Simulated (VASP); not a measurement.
KI: single point with PBE0

**What was measured.**

A printed reference work, monograph reports, for a bulk crystal of KI: band gap 6.32 eV.

The system is KI.

```
CELL_PARAMETERS angstrom
0.00000 3.60206 3.60206
3.60206 0.00000 3.60206
3.60206 3.60206 0.00000
ATOMIC_POSITIONS crystal
I 0.50000 0.50000 0.50000
K 0.00000 0.00000 0.00000
```

```yaml
Program: VASP 6.6.1
Task: single point
Functional: PBE0
Potentials_or_basis: VASP PAW PBE potentials, release 64 (I, K_sv)
Cutoff: 520 eV
k_mesh: 4 × 4 × 4
Occupations: fermi-dirac, width 0.05 eV
Spin: no spin polarisation
Dipole_correction: no
Grid_for_exact_exchange_PRECFOCK: Normal
Further_INCAR_settings: ALGO = Normal; EDIFF = 1e-07; NBANDS = 15
Share_of_exact_exchange: 0.25
```

The pressure is -0.3 GPa. The band gap on the k mesh is 5.52 eV.

Levels at points of the mesh, in eV from the valence-band top:
```csv
k point,band 5,band 6,band 7,band 8,band 9,band 10,band 11,band 12
"(0.00, 0.00, 0.00)",-11.34,0.00,0.00,0.00,5.52,8.40,8.40,8.40
"(0.50, 0.00, 0.00)",-11.09,-1.28,-0.31,-0.31,7.14,9.45,9.86,9.86
"(0.50, 0.50, 0.00)",-11.20,-1.00,-0.37,-0.37,6.74,7.43,10.17,10.34
```

It took 9 min on 1 thread of Intel(R) Xeon(R) Platinum 8488C (Sapphire Rapids), on a shared host, peak memory 0.26 GiB.

A measured gap of KI is 6.32 eV (a printed reference work, monograph); the calculated 5.52 eV misses it by -0.80 eV. Spin-orbit coupling on I is left out. The value is that of PBE0, without temperature or zero-point motion.

Caveat: the PAW data sets were made with another functional, which shifts forces and pressure a little; spin-orbit coupling is left out, which moves the levels of the heavy elements.
